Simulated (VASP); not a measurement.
# Ca: single point with revPBE

The system is Ca.

```
Ca
1.0
     3.96120    0.00000    0.00000
    -1.98060    3.43050    0.00000
     0.00000    0.00000    6.50447
Ca
2
Direct
  0.33333 0.66667 0.25000
  0.66667 0.33333 0.75000
```

The cell was built by a generator and needn't be a form met in nature.

```yaml
Program: VASP 6.6.1
Task: single point
Functional: revPBE
Potentials_or_basis: VASP PAW PBE potentials, release 64 (Ca_sv)
Cutoff: 520 eV
k_mesh: 9 × 9 × 5
Occupations: fermi-dirac, width 0.1 eV
Spin: no spin polarisation
```

```
Pressure               : 0.0 GPa
Band gap on the k mesh : none (metal or under the smearing width)
```

Levels at points of the mesh, in eV from the Fermi level:
```csv
k point,band 8,band 9,band 10,band 11,band 12,band 13
"(0.00, 0.00, 0.00)",-23.10,-3.97,-1.00,-0.26,2.26,2.28
```

Wall time 50 s on 1 thread of AMD EPYC 7R13 Processor (Zen 3), on a shared host, peak memory 0.18 GiB.

Caveat: the PAW data sets were made with another functional, which shifts forces and pressure a little.
